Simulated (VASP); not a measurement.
# BN (P6_3/mmc) in VASP: a series of runs

The runs below take BN through dielectric tensor, with PBE.

All numbers are computed with VASP 6.6.1; they aren't measurements. Logs are shortened: lines on timing, memory, paths and dates and some standing lists are left out, and cuts for length are marked.

## (1) The structure

Symmetry: P6_3/mmc, No. 194, hexagonal system. The conventional cell has a = 2.498 Å, b = 2.498 Å, c = 6.636 Å, α = 90.00°, β = 90.00°, γ = 120.00°. N (site symmetry -6m2) is surrounded by 3 B at 1.44 Å. B (site symmetry -6m2) is surrounded by 3 N at 1.44 Å.

## (2) Dielectric tensor, PBE

INCAR reads:

```
ALGO = Normal
EDIFF = 1E-8
ENCUT = 400
GGA = PE
ISIF = 2
ISMEAR = 0
LASPH = True
LCHARG = False
LEPSILON = True
LREAL = False
LWAVE = False
NELM = 100
PREC = Accurate
SIGMA = 0.01
```

KPOINTS reads:

```
k-points
0
Gamma
  6 6 2
```

POSCAR reads:

```
BN
1.0
    2.4982400000      0.0000000000      0.0000000000
   -1.2491200000      2.1635393048      0.0000000000
    0.0000000000      0.0000000000      6.6357000000
N B
2 2
Direct
    0.6666666667      0.3333333333      0.2500000000
    0.3333333333      0.6666666667      0.7500000000
    0.6666666667      0.3333333333      0.7500000000
    0.3333333333      0.6666666667      0.2500000000
```

Potentials or basis: VASP PAW PBE potentials, release 64 (N, B).

The run is started by

```bash
$ cat potpaw_PBE.64/N/POTCAR potpaw_PBE.64/B/POTCAR > POTCAR
$ mpirun -np 1 vasp_std > vasp.out
```

OUTCAR:

```text
EDIFF = 1E-8
   ENCUT = 400
   GGA = PE
   ISIF = 2
   ISMEAR = 0
   LASPH = True
   LEPSILON = True
   LREAL = False
   NELM = 100
   PREC = Accurate

 Found     14 irreducible k-points:

 Following reciprocal coordinates:
            Coordinates               Weight
  0.000000  0.000000  0.000000      1.000000
  0.166667  0.000000  0.000000      6.000000
  0.333333  0.000000  0.000000      6.000000
  0.500000  0.000000  0.000000      3.000000
  0.166667  0.166667  0.000000      6.000000
  0.333333  0.166667  0.000000     12.000000
   k-points           NKPTS =     14   k-points in BZ     NKDIM =     14   number of bands    NBANDS=     12
   number of dos      NEDOS =    301   number of ions     NIONS =      4
   total plane-waves  NPLWV =  12288
   dimension x,y,z NGX =    16 NGY =   16 NGZ =   48
   dimension x,y,z NGXF=    32 NGYF=   32 NGZF=   96
   ions per type =               2   2
   NGX,Y,Z   is equivalent  to a cutoff of  10.65, 10.65, 12.03 a.u.
   NGXF,Y,Z  is equivalent  to a cutoff of  21.29, 21.29, 24.05 a.u.
 SYSTEM =  unknown system
   PREC   = accura    normal or accurate (medium, high low for compatibility)
   ISTART =      0    job   : 0-new  1-cont  2-samecut
   ICHARG =      2    charge: 1-file 2-atom 10-const
   ISPIN  =      1    spin polarized calculation?
   LNONCOLLINEAR =      F non collinear calculations
   LSORBIT =      F    spin-orbit coupling
   LASPH  =      T    aspherical Exc in radial PAW
   ENCUT  =  400.0 eV  29.40 Ry    5.42 a.u.   4.07  4.07 10.82*2*pi/ulx,y,z
   NELM   =    100;   NELMIN=  2; NELMDL= -5     # of ELM steps
   EDIFF  = 0.1E-07   stopping-criterion for ELM
   LREAL  =      F    real-space projection
   EDIFFG = 0.1E-06   stopping-criterion for IOM
   NSW    =      0    number of steps for IOM
   IBRION =     -1    ionic relax: 0-MD 1-quasi-New 2-CG
   NFREE  =      0    steps in history (QN), initial steepest desc. (CG)
   ISIF   =      2    stress and relaxation
   ISYM   =      2    0-nonsym 1-usesym 2-fastsym
   POTIM  = 0.5000    time-step for ionic-motion
   TEBEG  =    0.0;   TEEND  =   0.0 temperature during run
   PSTRESS=    0.0 pullay stress
   NELECT =      16.0000    total number of electrons
   NUPDOWN=      -1.0000    fix difference up-down
   EMIN   =  10.00;   EMAX   =-10.00  energy-range for DOS
   EFERMI =   0.00;   METHOD = LEGACY
   ISMEAR =     0;   SIGMA  =   0.01  broadening in eV -4-tet -1-fermi 0-gaus
   EFERMI_NEDOS =   21; number of points for ismear=-14 and -15
   IALGO  =     38    algorithm
   IMIX   =      4    mixing-type and parameters
     AMIX     =   0.40;   BMIX     =  1.00
     AMIX_MAG =   1.60;   BMIX_MAG =  1.00
  volume/ion in A,a.u.               =       8.97        60.51
  Fermi-wavevector in a.u.,A,eV,Ry     =   1.250891  2.363842 21.289433  1.564729
  Thomas-Fermi vector in A             =   2.384864
   LORBIT       =      0    0 simple, 1 ext, 2 COOP (PROOUT), +10 PAW based schemes
   GGA     = PE    functional components
   LHFCALC =     F    Hartree Fock is set to
   AEXX    =    0.0000 exact exchange contribution
   IVDW    =     0    specifies the selected vdW correction
   LEPSILON=     T    determine dielectric tensor
   LRPA    =     F    only Hartree local field effects (RPA)
 non-spin polarized calculation
 Gauss-broadening in eV      SIGMA  =   0.01
  energy-cutoff  :      400.00
  volume of cell :       35.87
 maximum number of plane-waves:       664
   NGX =  9   NGY =  9   NGZ = 21

--------------------------------------- Ionic step        1  -------------------------------------------

 number of electron      16.0000004 magnetization

 E-fermi :   2.3740     XC(G=0): -10.0901

 val. band max:        2.3108691180   @ k =   0.3333   0.3333   0.5000
 cond. band min:       6.5990038237   @ k =   0.5000   0.0000   0.0000
 fundamental gap:      4.2881347057
 Fermi energy:         2.3739622907

 k-point     1 :       0.0000    0.0000    0.0000
  band No.  band energies     occupation
      1     -15.5377      2.00000
      2     -15.2431      2.00000
      3      -3.9437      2.00000
      4      -1.8126      2.00000
      5       0.9979      2.00000
      6       0.9979      2.00000
      7       1.0354      2.00000
      8       1.0354      2.00000
      9       7.5727      0.00000
     10      12.6750      0.00000
     11      13.9246      0.00000
     12      13.9258      0.00000

 k-point     2 :       0.1667    0.0000    0.0000
  band No.  band energies     occupation
      1     -14.9985      2.00000
      2     -14.7225      2.00000
      3      -3.1997      2.00000
      4      -1.1493      2.00000
      5      -0.9904      2.00000
      6      -0.9526      2.00000
      7       0.0927      2.00000
      8       0.1449      2.00000
      9       8.4749      0.00000
     10      12.1877      0.00000
     11      13.3689      0.00000
     12      13.5403      0.00000

 k-point     3 :       0.3333    0.0000    0.0000
  band No.  band energies     occupation
      1     -13.5416      2.00000
      2     -13.3301      2.00000
      3      -4.6033      2.00000
      4      -4.5212      2.00000
      5      -1.2806      2.00000
      6      -1.2212      2.00000
      7      -1.1187      2.00000
      8       0.6138      2.00000
      9       9.2408      0.00000
     10      10.0663      0.00000
     11      10.5313      0.00000
     12      12.6245      0.00000

 k-point     4 :       0.5000    0.0000    0.0000
  band No.  band energies     occupation
      1     -12.3200      2.00000
      2     -12.2491      2.00000
      3      -6.6226      2.00000
      4      -6.5593      2.00000
      5      -1.8431      2.00000
      6      -1.7766      2.00000
      7       0.8626      2.00000
      8       1.8743      2.00000
      9       6.5990      0.00000
     10       7.9783      0.00000
     11      11.9062      0.00000
     12      12.3410      0.00000

 k-point     5 :       0.1667    0.1667    0.0000
  band No.  band energies     occupation
      1     -13.9878      2.00000
      2     -13.7517      2.00000
      3      -3.2011      2.00000
      4      -3.1900      2.00000
      5      -1.7744      2.00000
      6      -1.6194      2.00000
      7      -1.5616      2.00000
      8       0.0850      2.00000
      9      10.0976      0.00000
     10      10.7694      0.00000
     11      10.8070      0.00000
     12      14.5966      0.00000

 k-point     6 :       0.3333    0.1667    0.0000
  band No.  band energies     occupation
      1     -12.4416      2.00000
      2     -12.3124      2.00000
      3      -5.7992      2.00000
      4      -5.7244      2.00000
      5      -3.0280      2.00000
      6      -2.9549      2.00000
      7       0.6062      2.00000
      8       1.8528      2.00000
      9       7.5111      0.00000
     10       8.3798      0.00000
     11      12.7844      0.00000
     12      14.4766      0.00000

 [... further k-points ...]

  FORCE on cell =-STRESS in cart. coord.  units (eV):
  Direction    XX          YY          ZZ          XY          YZ          ZX
  --------------------------------------------------------------------------------------
  -------------------------------------------------------------------------------------
  Total        0.5347264      0.5347264     -0.3712255      0.0000000      0.0000000      0.0000000
  in kB       23.8867185     23.8867185    -16.5829841      0.0000000      0.0000000      0.0000000
  external PRESSURE =      10.3968176 kB  Pullay stress =       0.0000000 kB

 VOLUME and BASIS-vectors are now :
 -----------------------------------------------------------------------------
  energy-cutoff  :      400.00
  volume of cell :       35.87
      direct lattice vectors                 reciprocal lattice vectors
     2.498240000  0.000000000  0.000000000     0.400281798  0.231102804  0.000000000
    -1.249120000  2.163539305  0.000000000     0.000000000  0.462205608  0.000000000
     0.000000000  0.000000000  6.635700000     0.000000000  0.000000000  0.150700002

 POSITION                                       TOTAL-FORCE (eV/Angst)
 -----------------------------------------------------------------------------------
      1.24912      0.72118      1.65892         0.000000      0.000000      0.000000
     -0.00000      1.44236      4.97677        -0.000000      0.000000      0.000000
      1.24912      0.72118      4.97677         0.000000      0.000000      0.000000
     -0.00000      1.44236      1.65892        -0.000000     -0.000000      0.000000
 -----------------------------------------------------------------------------------
    total drift:                                0.000000     -0.000000      0.000000

  FREE ENERGIE OF THE ION-ELECTRON SYSTEM (eV)
  ---------------------------------------------------
  free  energy   TOTEN  =       -35.1346540912 eV

  energy  without entropy=      -35.1346540912  energy(sigma->0) =      -35.13465409

 HEAD OF MICROSCOPIC STATIC DIELECTRIC TENSOR (INDEPENDENT PARTICLE, excluding Hartree and local field effects)
 ------------------------------------------------------
           4.818668     0.000000     0.000000
          -0.000000     4.818668     0.000000
           0.000000     0.000000     3.020322
 ------------------------------------------------------

 Free energy of the ion-electron system (eV)
  ---------------------------------------------------
  ---------------------------------------------------
  free energy    TOTEN  =        -0.39461653 eV

  energy without entropy =       -0.39461653

------------------------ aborting loop because EDIFF is reached ----------------------------------------

--------------------------------------- Ionic step        2  -------------------------------------------

------------------------ aborting loop because EDIFF is reached ----------------------------------------

--------------------------------------- Ionic step        3  -------------------------------------------

 Free energy of the ion-electron system (eV)
  ---------------------------------------------------
  ---------------------------------------------------
  free energy    TOTEN  =        -0.18750858 eV

  energy without entropy =       -0.18750858

------------------------ aborting loop because EDIFF is reached ----------------------------------------

 PIEZOELECTRIC TENSOR FIELD DIRECTION 3  (e Angst)
 -----------------------------------------------------------------------------
    -0.00000  0.00000  0.00000           ( -0.00000  0.00000  0.00000)
     0.00000 -0.00000  0.00000           (  0.00000 -0.00000  0.00000)
     0.00000  0.00000  0.00000           (  0.00000  0.00000 -0.00000)

 PIEZOELECTRIC TENSOR FIELD DIRECTION 3  (C/m^2)
 -----------------------------------------------------------------------------
    -0.00000  0.00000  0.00000
     0.00000 -0.00000  0.00000
     0.00000  0.00000  0.00000

 MACROSCOPIC STATIC DIELECTRIC TENSOR (including local field effects in DFT)
 ------------------------------------------------------
           4.730507     0.000000     0.000000
          -0.000000     4.730507     0.000000
           0.000000    -0.000000     2.696864
 ------------------------------------------------------

 PIEZOELECTRIC TENSOR (including local field effects)  for field in x, y, z        (e  Angst)
          XX          YY          ZZ          XY          YZ          ZX
  --------------------------------------------------------------------------------
  x     0.00000     0.00000     0.00000     0.00000     0.00000     0.00000
  y     0.00000     0.00000     0.00000     0.00000     0.00000     0.00000
  z     0.00000     0.00000     0.00000     0.00000     0.00000     0.00000

 PIEZOELECTRIC TENSOR (including local field effects)  for field in x, y, z        (C/m^2)
          XX          YY          ZZ          XY          YZ          ZX
  --------------------------------------------------------------------------------
  x     0.00000     0.00000     0.00000     0.00000     0.00000     0.00000
  y     0.00000     0.00000     0.00000     0.00000     0.00000     0.00000
  z     0.00000     0.00000     0.00000     0.00000     0.00000     0.00000

 BORN EFFECTIVE CHARGES (including local field effects) (in |e|, cummulative output)
 ---------------------------------------------------------------------------------
 ion    1
    1    -2.70077     0.00000     0.00000
    2     0.00000    -2.70077     0.00000
    3    -0.00000     0.00000    -0.73867
 ion    2
    1    -2.70077     0.00000     0.00000
    2     0.00000    -2.70077     0.00000
    3     0.00000    -0.00000    -0.73867
 ion    3
    1     2.70077     0.00000     0.00000
    2     0.00000     2.70077     0.00000
    3     0.00000     0.00000     0.73867
 ion    4
    1     2.70077     0.00000     0.00000
    2     0.00000     2.70077     0.00000
    3    -0.00000     0.00000     0.73867
```

Run time: 53 s. Hardware: 1 thread of AMD EPYC 7R43 (Zen 3), shared host; peak memory 0.11 GiB.

These settings aren't checked as converged: the numbers below hold their error.

What came out:

| Property | Result |
| --- | --- |
| Band gap on the k mesh | 4.29 eV, indirect (least direct gap 4.66 eV) |
| Electronic dielectric tensor (diagonal) | 4.73, 4.73, 2.70 |
| Born charges (mean of the diagonal) | N -2.05; B +2.05 e |

Caveat: the k mesh is coarse (spacing up to 0.48 Å⁻¹), so the values aren't converged; the cutoff is under 1.25 times the usual one of these potentials, so pressure, stress and relaxed cells hold a basis-set (Pulay) error; this functional lacks dispersion, which binds the layers, so the pressure and a relaxed spacing across them are unreliable.

[end of part 1 of 2]
